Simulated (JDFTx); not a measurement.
The system is HgSe.

```
CELL_PARAMETERS angstrom
0.00000 3.03900 3.03900
3.03900 0.00000 3.03900
3.03900 3.03900 0.00000
ATOMIC_POSITIONS crystal
Hg 0.00000 0.00000 0.00000
Se 0.75000 0.75000 0.75000
```

Program: JDFTx 1.7.0 (patched build). Alike in all runs: task single point; no spin polarisation; cell as given; k mesh 8 × 8 × 8; cutoff (eV) 1170; smearing fermi-dirac 0.05 eV.

Problem. Order these runs on this cell by their pressure, lowest first.
A. level HLE16; potentials or basis PseudoDojo-SR-PBE-0.5-standard
B. level PBEsol; potentials or basis PseudoDojo-SR-PBEsol-0.4.1-standard
C. level PBE; potentials or basis PseudoDojo-SR-PBE-0.5-standard

Solution. A (-1.9 GPa), B (1.4 GPa), C (4.6 GPa).

Caveats: the potentials were made for a functional far from this one (some runs); the potentials were made for another functional, which shifts forces and pressure (some runs).
